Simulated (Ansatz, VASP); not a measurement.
# Mo: VASP beside Ansatz

```xyz
2
Lattice="2.6971 0.0000 0.0000 -1.3486 2.3358 0.0000 0.0000 0.0000 4.7521" Properties=species:S:1:pos:R:3 pbc="T T T"
Mo    0.0000    1.5572    1.1880
Mo    1.3486    0.7786    3.5640
```

Alike in both runs: functional LDA; k mesh 16 × 16 × 9; occupations fermi-dirac, width 0.05 eV; no spin polarisation.

Ansatz relaxed the structure, and its values are those at the end. VASP's run is a single point on that final structure, the one shown.

```csv
,VASP,Ansatz
version,VASP 6.6.1,Ansatz 0.2.0
potentials or method,"VASP PAW LDA potentials, release 64 (Mo_sv), cutoff 520 eV","all-electron LAPW, scalar-relativistic"
```

```tsv
	VASP	Ansatz	Ansatz less VASP
pressure (GPa)	7.6	6.5	-1.07
```

Ansatz ran all-electron here, so the differences hold the error of VASP's frozen core and of both bases.
